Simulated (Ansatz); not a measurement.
# PbSe: what the smearing changes

Aim: hold PbSe and all else fixed and vary the smearing, to see how far energy and properties move.

Computed with Ansatz 0.2.0 (DFT, PBE, all-electron LAPW, scalar-relativistic, unless a step's input says otherwise).

1 further run of the same task is left out (set aside as unsound or not needed).

**1. Starting point**

The structure is cubic, space group F-43m (No. 216). The conventional cell has a = 6.901 Å, b = 6.901 Å, c = 6.901 Å, α = 90.00°, β = 90.00°, γ = 90.00°. Pb (site symmetry -43m) has 4 Se at 2.99 Å as nearest neighbours. Se (site symmetry -43m) is surrounded by 4 Pb at 2.99 Å.

Structure file:

```cif
data_structure
_symmetry_space_group_name_H-M 'F-43m'
_symmetry_Int_Tables_number 216
_cell_length_a 6.9007
_cell_length_b 6.9007
_cell_length_c 6.9007
_cell_angle_alpha 90.000
_cell_angle_beta 90.000
_cell_angle_gamma 90.000
_cell_volume 328.61
loop_
_atom_site_label
_atom_site_type_symbol
_atom_site_symmetry_multiplicity
_atom_site_Wyckoff_symbol
_atom_site_fract_x
_atom_site_fract_y
_atom_site_fract_z
_atom_site_occupancy
Pb1 Pb 4 a 0.00000 0.00000 0.00000 1
Se1 Se 4 d 0.25000 0.25000 0.75000 1
```

The file gives the conventional cell by its symmetry; the runs use the cell typed in the input.

The cell was relaxed by PAW from a hypothetical start (zincblende type); it needn't be the stable phase of this composition.

Atoms are numbered in the order of the input: Pb1, Se2.

**2. With Fermi–Dirac smearing of 0.28 eV**

The input, input.yaml:

```yaml
crystal:
  lattice:
    - [0.0, 3.4503592439, 3.4503592439]
    - [3.4503592439, 0.0, 3.4503592439]
    - [3.4503592439, 3.4503592439, 0.0]
  atoms:
    - { symbol: Pb, position: [0.0, 0.0, 0.0] }
    - { symbol: Se, position: [0.25, 0.25, 0.25] }
kpoints:
  mp_grid: { grid: [11, 11, 11] }
scf:
  occupations: { method: fermi_dirac, width: 0.28 }
hamiltonian:
  xc: pbe
  pseudopotentials: { kind: all_electron, lapw: { basis_error: 0.00025 } }
output:
  forces: true
  stress: true
  eigenvalues: true
```

Run with:

```sh
$ ansatz run input.yaml --threads 1 --pin off --max-ram 2048MiB --backend cpu --events-out ev --progress --plain --runs-dir out
```

**3. With cold smearing of 0.15 eV**

input.yaml: that of step 2 with these lines changed.

```diff
@@ -11,3 +11,3 @@
 scf:
-  occupations: { method: fermi_dirac, width: 0.28 }
+  occupations: { method: cold, width: 0.15 }
 hamiltonian:
```

**4. With Gaussian smearing of 0.2 eV**

input.yaml: that of step 3 with these lines changed.

```diff
@@ -11,3 +11,3 @@
 scf:
-  occupations: { method: cold, width: 0.15 }
+  occupations: { method: gaussian, width: 0.2 }
 hamiltonian:
```

**5. With Fermi–Dirac smearing of 0.01 eV**

input.yaml: that of step 4 with these lines changed.

```diff
@@ -11,3 +11,3 @@
 scf:
-  occupations: { method: gaussian, width: 0.2 }
+  occupations: { method: fermi_dirac, width: 0.01 }
 hamiltonian:
```

**6. With tetrahedron filling**

input.yaml: that of step 5 with these lines changed.

```diff
@@ -11,3 +11,3 @@
 scf:
-  occupations: { method: fermi_dirac, width: 0.01 }
+  occupations: { method: tetrahedron }
 hamiltonian:
```

(Steps that only read results are left out.)

Q: Predict the outcome of this session. Wanted: pressure, lowest to highest; gap, in all runs.

The runs gave:

| quantity | value |
| --- | --- |
| largest change of energy from «Fermi–Dirac smearing of 0.28 eV» (zero smearing) | -12.0 meV/atom (Fermi–Dirac smearing of 0.01 eV) |
| pressure, lowest to highest (LAPW) | -0.09 to -0.01 GPa |
| gap, in all runs (LAPW) | 0.75 eV |

Across the runs the energy spans 12.0 meV/atom. The pressure spans 0.09 GPa (LAPW, the tetrahedron run left out, since its derivatives are unreliable). Spin-orbit coupling is left out, though the cell holds Pb; in elements this heavy it can shift bands and gaps by tenths of an eV.

These are semilocal Kohn-Sham gaps, which aren't the measured quantity. Such gaps usually fall short of the measured ones; spin-orbit coupling, left out here, narrows gaps with Pb, so the two errors partly cancel.
